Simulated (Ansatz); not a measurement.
# C: the cost of one run

Computed with Ansatz 0.2.0 (DFT PBEsol, scalar-relativistic, plane waves, PAW, unless a step's input says otherwise).

3 further runs of the same task are left out: 3 set aside as unsound or not needed.

## 1. The starting structure

It takes space group Fmmm (No. 69, orthorhombic). Conventional cell: a = 2.459 Å, b = 4.258 Å, c = 7.323 Å, α = 90.00°, β = 90.00°, γ = 90.00°. C (site symmetry m2m) is surrounded by 3 C at 1.42 Å.

As a file:

```cif
data_structure
_symmetry_space_group_name_H-M 'P 1'
_symmetry_Int_Tables_number 1
_cell_length_a 2.4587
_cell_length_b 2.4587
_cell_length_c 7.3232
_cell_angle_alpha 90.000
_cell_angle_beta 90.000
_cell_angle_gamma 119.988
_cell_volume 38.34
loop_
_atom_site_label
_atom_site_type_symbol
_atom_site_fract_x
_atom_site_fract_y
_atom_site_fract_z
_atom_site_occupancy
C1 C 0.08332 0.91668 0.75000 1
C2 C 0.58332 0.41668 0.25000 1
C3 C 0.91668 0.08332 0.25000 1
C4 C 0.41668 0.58332 0.75000 1
```

It goes back to an entry of the Materials Project, which need not be the stable form.

This cell was relaxed beforehand with the same method: volume 9.59 Å³/atom, gap on the mesh none (metal).

## 2. Tight relaxation for the response runs, with the smearing for a metal

The response runs start from a cell at rest, found with their own mesh and filling of the bands.

Input file input.yaml:

```yaml
crystal:
  lattice:
    - [1.2295803925, -2.1291862897, 0.0]
    - [1.2295803925, 2.1291862897, 0.0]
    - [0.0, 0.0, 7.3232116213]
  atoms:
    - { symbol: C, position: [0.0833204452, 0.9166795548, 0.7500023985] }
    - { symbol: C, position: [0.5833204452, 0.4166795548, 0.2499976015] }
    - { symbol: C, position: [0.9166795548, 0.0833204452, 0.2499976015] }
    - { symbol: C, position: [0.4166795548, 0.5833204452, 0.7500023985] }
basis:
  ecutwfc: 420
kpoints:
  mp_grid: { grid: [18, 18, 6] }
hamiltonian:
  xc: pbesol
scf:
  occupations: { method: fermi_dirac, width: 0.15 }
output:
  forces: true
  stress: true
  eigenvalues: true
relax:
  adjacent_minimum: "off"
  f_tol: 0.001
  max_steps: 60
  cell: { stress_tol: 0.01 }
```

The run is started by

```sh
ansatz run input.yaml --threads 1 --pin off --max-ram 3072MiB --backend cpu --events-out ev --progress --plain --runs-dir out
```

Q: Estimate wall time and peak memory on 1 thread of Intel Xeon 6975P-C (Granite Rapids), shared host.

About 55 s, with a peak of 0.47 GiB.
